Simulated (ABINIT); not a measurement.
# CrCuO2 (R-3m) in ABINIT: band structure with LDA

Aim: the band structure of CrCuO2 with LDA.

All numbers are computed with ABINIT 10.8.3 (patched build); they aren't measurements. Logs are shortened: lines on timing, memory, paths and dates and some standing lists are left out, and cuts for length are marked. The log counts tension as positive stress, the text compression.

### Step 1. Starting point

The structure is trigonal, space group R-3m (No. 166). Conventional cell: a = 2.973 Å, b = 2.973 Å, c = 17.100 Å, α = 90.00°, β = 90.00°, γ = 120.00°. Cu (site symmetry -3m) has 2 O at 1.85 Å as nearest neighbours. Cr (site symmetry -3m) has 6 O at 1.99 Å as nearest neighbours. O (site symmetry 3m) has 1 Cu at 1.85 Å and 3 Cr at 1.99 Å as nearest neighbours.

### Step 2. Band structure, LDA, collinear spin, ferromagnetic start

Input file run.abi:

```
# Datasets: ground state, then fixed potential
ndtset 2

# Pseudopotentials
pp_dirpath "./"
pseudos "Cu.LDA_PW-JTH.xml, Cr.LDA_PW-JTH.xml, O.LDA_PW-JTH.xml"

# Structure
acell 11.2493534159 11.2493534159 11.2493534159
rprim
     0.2497437609     0.1441896276     0.9575162689
    -0.2497437609     0.1441896276     0.9575162689
     0.0000000000    -0.2883792551     0.9575162689
ntypat 3
znucl 29 24 8
natom 4
typat 1 2 3 3
xred
     0.0000000000     0.0000000000     0.0000000000
     0.5000000000     0.5000000000     0.5000000000
     0.8920800000     0.8920800000     0.8920800000
     0.1079200000     0.1079200000     0.1079200000

# Plane-wave basis
ecut 26.0
pawecutdg 48.0

# Exchange and correlation
ixc 7

# Bands and occupations
occopt 3
tsmear 0.05 eV

# Spin
nsppol 2
spinat
     0.0000000000     0.0000000000     0.6000000000
     0.0000000000     0.0000000000     3.0000000000
     0.0000000000     0.0000000000     0.0000000000
     0.0000000000     0.0000000000     0.0000000000

# SCF cycle
nstep 100

# Output
iomode 3
prtwf 0
prteig 0
prtebands 0
enunit 1
prtden1 1

# Dataset 1
kptopt1 1
ngkpt1 8 8 8
nshiftk1 1
shiftk1 0.0 0.0 0.0
nband1 28
tolvrs1 1.0e-9

# Dataset 2: bands along G-L-B1
iscf2 -2
getden2 1
nband2 34
nbdbuf2 4
tolwfr2 1.0e-11
kptopt2 -2
ndivsm2 8
prteig2 1
kptbounds2
     0.0000000000     0.0000000000     0.0000000000
     0.5000000000     0.0000000000     0.0000000000
     0.5000000000     0.1817843226    -0.1817843226
```

Potentials or basis: JTH PAW LDA v2.0.

Launch:

```sh
> mpirun --bind-to none -np 4 abinit run.abi > log 2>&1
```

run.abo:

```text
.Version 10.8.3 of ABINIT
 DATASET    1 : space group R-3 m (#166); Bravais hR (rhombohedral)
================================================================================
 Values of the parameters that define the memory need for DATASET  1.
     intxc =       0    ionmov =       0      iscf =      17    lmnmax =      18
     lnmax =       6     mgfft =      54  mpssoang =       3    mqgrid =    3001
     natom =       4  nloc_mem =       2    nspden =       2   nspinor =       1
    nsppol =       2      nsym =      12    n1xccc =       1    ntypat =       3
    occopt =       3   xclevel =       1
       mpw =        1886          nfft =      157464          nkpt =          65
Pmy_natom=         1
 PAW method is used; the additional fine FFT grid is defined by:
   mgfftf=        72    nfftf =    373248
================================================================================
================================================================================

 DATASET    2 : space group R-3 m (#166); Bravais hR (rhombohedral)
================================================================================
 Values of the parameters that define the memory need for DATASET  2.
     intxc =       0    ionmov =       0      iscf =      -2    lmnmax =      18
     lnmax =       6     mgfft =      54  mpssoang =       3    mqgrid =    3001
     natom =       4  nloc_mem =       2    nspden =       2   nspinor =       1
    nsppol =       2      nsym =      12    n1xccc =       1    ntypat =       3
    occopt =       3   xclevel =       1
       mpw =        1879          nfft =      157464          nkpt =          22
Pmy_natom=         1
 PAW method is used; the additional fine FFT grid is defined by:
   mgfftf=        72    nfftf =    373248
================================================================================
================================================================================

--------------------------------------------------------------------------------
------------- Echo of variables that govern the present computation ------------
--------------------------------------------------------------------------------
 -outvars: echo values of preprocessed input variables --------
            acell      1.1249353416E+01  1.1249353416E+01  1.1249353416E+01 Bohr
              amu      6.35460000E+01  5.19961000E+01  1.59994000E+01
             ecut      2.60000000E+01 Hartree
           enunit           1
           getden1          0
           getden2          1
             iscf1         17
             iscf2         -2
                       outvar_i_n : Printing only first  50 k-points.
              ixc           7
           jdtset        1    2
                       outvar_i_n : Printing only first  50 k-points.
           kptopt1          1
           kptopt2         -2
         kptrlatt        8    0    0      0    8    0      0    0    8
          kptrlen1     4.49512933E+01
          kptrlen2     3.00000000E+01
            natom           4
            nband1         28
            nband2         34
           nbdbuf1          0
           nbdbuf2          4
           ndtset           2
           ndivsm1          0
           ndivsm2          8
            ngfft          54      54      54
          ngfftdg          72      72      72
             nkpt1         65
             nkpt2         22
           nspden           2
           nsppol           2
            nstep         100
             nsym          12
           ntypat           3
                       prtocc : prtvol=0, do not print more k-points.
[... 1142 lines left out ...]
    Atom    Radius    up_density   dn_density  Total(up+dn)  Diff(up-dn)
    1 Cu   2.00090     8.699362     8.673143     17.372504     0.026219
    2 Cr   2.10818     7.395155     4.710395     12.105550     2.684759
    3  O   1.41465     2.275005     2.272699      4.547704     0.002305
    4  O   1.41465     2.275005     2.272699      4.547704     0.002305
 ------------------------------------------------------------------------------------------------------------
  Sum:                20.644526    17.928936     38.573461     2.715590
 Total magnetization (from the atomic spheres):                2.715590
 Total magnetization (exact up - dn):                          2.999965

================================================================================

 ----iterations are completed or convergence reached----

 Mean square residual over all n,k,spin=   53.148E-13; max=  99.908E-13
 reduced coordinates (array xred) for    4 atoms
       0.000000000000      0.000000000000      0.000000000000
       0.500000000000      0.500000000000      0.500000000000
       0.892080000000      0.892080000000      0.892080000000
       0.107920000000      0.107920000000      0.107920000000

 cartesian coordinates (angstrom) at end:
    1      0.00000000000000     0.00000000000000     0.00000000000000
    2      0.00000000000000     0.00000000029764     8.54999999417033
    3      0.00000000000000     0.00000000053105    15.25456798959893
    4      0.00000000000000     0.00000000006424     1.84543199874172
 length scales= 11.249353415900 11.249353415900 11.249353415900 bohr
              =  5.952901461050  5.952901461050  5.952901461050 angstroms
 Eigenvalues (   eV  ) for nkpt=  22  k points, SPIN UP:
 kpt#   1, nband= 34, wtk=  1.00000, kpt=  0.0000  0.0000  0.0000 (reduced coord)
-105.44619  -66.41077  -63.45572  -63.18472  -63.18472  -38.07489  -38.01792  -38.01792
 -14.29216  -12.67857   -2.53935   -0.07597   -0.07597    1.69370    1.78494    2.96210
   2.96210    3.62514    3.62514    3.89446    3.89446    4.85449    4.85449    5.21579
   7.95797    8.65283    8.65283   12.31164   14.16012   18.19924   22.77414   22.77414
  23.48972   23.49057
 kpt#   2, nband= 34, wtk=  1.00000, kpt=  0.0385  0.0000  0.0000 (reduced coord)
-105.44617  -66.41046  -63.45570  -63.18490  -63.18477  -38.07437  -38.02079  -38.01855
 -14.27591  -12.68025   -2.51750   -0.12085   -0.06532    1.73538    1.78202    2.89806
   2.91494    3.62315    3.63654    3.89116    3.89714    4.87909    4.89401    5.22153
   7.98079    8.60785    8.64268   12.38386   14.19440   18.24275   22.53464   22.73424
  22.76201   23.29195
 kpt#   3, nband= 34, wtk=  1.00000, kpt=  0.0769  0.0000  0.0000 (reduced coord)
-105.44613  -66.40954  -63.45564  -63.18543  -63.18491  -38.07284  -38.02922  -38.02039
 -14.22787  -12.68527   -2.45290   -0.23742   -0.03421    1.73211    1.86052    2.74963
   2.78943    3.61519    3.66695    3.88211    3.90487    4.93779    4.99980    5.24006
   8.03960    8.49120    8.61330   12.58515   14.29629   18.36777   21.46714   22.10062
[... 100 lines left out ...]
   3.51346    3.76141    3.96603    4.12339    4.79788    5.00830    5.80369    5.92065
   7.87740    8.00539   10.18511   11.59165   14.01015   17.39064   17.62721   18.53246
  18.75086   20.44022
 kpt#  21, nband= 34, wtk=  1.00000, kpt=  0.5000  0.1591 -0.1591 (reduced coord)
-105.44518  -66.38660  -63.45428  -63.19381  -63.19324  -38.15629  -38.14677  -38.03455
 -12.92988  -12.77931   -1.02916   -0.67824   -0.25456   -0.10693    0.78476    1.14351
   3.62832    3.66933    3.91002    4.11284    4.75067    5.01972    5.79372    5.97664
   7.92531    7.99965   10.68607   11.01900   13.96137   17.46557   17.65580   18.37142
  19.12045   20.15948
 kpt#  22, nband= 34, wtk=  1.00000, kpt=  0.5000  0.1818 -0.1818 (reduced coord)
-105.44518  -66.38666  -63.45429  -63.19405  -63.19296  -38.16023  -38.14219  -38.03465
 -12.93450  -12.77833   -1.07040   -0.73157   -0.15296   -0.05187    0.75075    1.14950
   3.58954    3.71437    3.86848    4.09807    4.72757    5.03798    5.76244    5.99991
   7.99442    8.01339   10.36047   11.23912   14.11042   17.36021   17.57027   18.42139
  19.45635   19.94306
 Eigenvalues (   eV  ) for nkpt=  22  k points, SPIN DOWN:
 kpt#   1, nband= 34, wtk=  1.00000, kpt=  0.0000  0.0000  0.0000 (reduced coord)
-105.43582  -63.56569  -63.43935  -63.17613  -63.17613  -35.27748  -35.26710  -35.26710
 -14.15477  -12.59255   -2.21862    0.46978    0.46978    1.76130    1.85426    3.02573
   3.02573    3.65214    3.65214    4.04178    4.04178    7.05775    7.44729    7.44729
   8.80836   10.10516   10.10516   12.64354   14.66957   18.56630   23.25448   23.25448
  23.72067   23.72102
 kpt#   2, nband= 34, wtk=  1.00000, kpt=  0.0385  0.0000  0.0000 (reduced coord)
-105.43580  -63.56534  -63.43934  -63.17630  -63.17617  -35.27682  -35.27050  -35.26782
 -14.13873  -12.59416   -2.19763    0.41222    0.47767    1.80985    1.85416    2.98172
   2.99630    3.64852    3.66216    4.03949    4.04676    7.07363    7.45138    7.47327
   8.81883   10.05867   10.09679   12.72281   14.70355   18.61709   22.80063   23.04163
  23.28939   23.69691
 kpt#   3, nband= 34, wtk=  1.00000, kpt=  0.0769  0.0000  0.0000 (reduced coord)
-105.43576  -63.56429  -63.43928  -63.17683  -63.17631  -35.28056  -35.27482  -35.26993
 -14.09132  -12.59898   -2.13566    0.26915    0.50062    1.81749    1.94488    2.87361
   2.91345    3.63793    3.69042    4.03407    4.06069    7.11981    7.46022    7.54747
   8.84729    9.94035   10.07265   12.93863   14.80479   18.76324   21.64669   22.50551
[... 101 lines left out ...]
   9.46766    9.56976   10.55510   11.79237   14.15729   17.65827   18.20285   19.24054
  19.32756   21.04995
 kpt#  21, nband= 34, wtk=  1.00000, kpt=  0.5000  0.1591 -0.1591 (reduced coord)
-105.43481  -63.53805  -63.43793  -63.18518  -63.18461  -35.42981  -35.41848  -35.22611
 -12.83085  -12.67904   -0.74813   -0.29281   -0.00306    0.21503    1.11031    1.29261
   3.67374    3.71694    4.02087    4.21135    5.05827    7.62652    8.27099    8.27157
   9.49567    9.58991   10.98796   11.19695   14.12000   17.76571   18.16820   19.12917
  19.73145   20.74685
 kpt#  22, nband= 34, wtk=  1.00000, kpt=  0.5000  0.1818 -0.1818 (reduced coord)
-105.43481  -63.53812  -63.43793  -63.18542  -63.18433  -35.43450  -35.41303  -35.22623
 -12.83683  -12.67661   -0.77317   -0.38229    0.12698    0.26979    1.06777    1.28953
   3.63470    3.75943    3.98421    4.21220    5.04844    7.66855    8.22616    8.29785
   9.58896    9.60114   10.52181   11.49399   14.26406   17.82868   17.90593   19.21335
  20.10166   20.51045

== END DATASET(S) ==============================================================
================================================================================

 -outvars: echo values of variables after computation  --------
            acell      1.1249353416E+01  1.1249353416E+01  1.1249353416E+01 Bohr
           etotal1    -3.1796375786E+02
            fcart1    -0.0000000000E+00  4.4561256994E-20 -1.3552527156E-20
                      -0.0000000000E+00  4.4561256994E-20 -1.3552527156E-20
                      -8.8984976061E-20 -1.0015740644E-19  3.8406267127E-04
                       8.8984976061E-20  1.1034892452E-20 -3.8406267127E-04
            rprim      2.4974376090E-01  1.4418962760E-01  9.5751626890E-01
                      -2.4974376090E-01  1.4418962760E-01  9.5751626890E-01
                       0.0000000000E+00 -2.8837925510E-01  9.5751626890E-01
           strten1     2.4079864553E-04  2.4079865460E-04  4.3423370070E-04
                      -1.3095458259E-12  0.0000000000E+00  0.0000000000E+00
           xangst      0.0000000000E+00  0.0000000000E+00  0.0000000000E+00
                       0.0000000000E+00  2.9764485983E-10  8.5499999942E+00
                       3.6986736575E-17  5.3104624952E-10  1.5254567990E+01
                       1.1316286285E-18  6.4243690108E-11  1.8454319987E+00
             xred      0.0000000000E+00  0.0000000000E+00  0.0000000000E+00
                       5.0000000000E-01  5.0000000000E-01  5.0000000000E-01
                       8.9208000000E-01  8.9208000000E-01  8.9208000000E-01
                       1.0792000000E-01  1.0792000000E-01  1.0792000000E-01
 Calculation completed.
```

Run time: 5.4 min. Hardware: 4 MPI ranks of Intel Xeon Platinum 8488C (Sapphire Rapids), shared host; peak memory 1.2 GiB.

Results:

| Item | Value |
| --- | --- |
| Free energy | -8652.2346 eV |
| Pressure | -9.0 GPa |
| Largest force | 0.020 eV/Å |
| Band gap on the k mesh | 0.71 eV, indirect (least direct gap 0.98 eV) |
| Band gap along the path | 0.71 eV, indirect (least direct gap 0.98 eV) |
| Net moment | 3.00 μB per cell |
| Site moments | Cu +0.03; Cr +2.68; O +0.00 μB |
| Valence electrons inside the program's atomic spheres | Cu 17.37; Cr 12.11; O 4.55 |

Forces in eV/Å, atoms in the order of the input:
```
Cu   0.000  0.000  0.000
Cr   0.000  0.000  0.000
O    0.000  0.000  0.020
O    0.000  0.000 -0.020
```

Levels at the corners of the path, in eV from the valence-band top:
Spin up:
```
point  band 22  band 23  band 24  band 25  band 26  band 27
    Γ    -1.15    -1.15    -0.78     1.96     2.65     2.65
    L    -0.85    -0.44    -0.26     2.01     2.37     2.60
   B1    -0.96    -0.24     0.00     1.99     2.01     4.36
```
Spin down:
```csv
point,band 19,band 20,band 21,band 22,band 23,band 24
Γ,-2.35,-1.96,-1.96,1.06,1.45,1.45
L,-1.72,-1.63,-0.80,0.71,2.33,2.41
B1,-2.02,-1.79,-0.95,1.67,2.23,2.30
```

Caveat: small starting moments can end in a higher magnetic state in this program; only a ferromagnetic start was run, and an antiferromagnetic order may lie lower in energy.
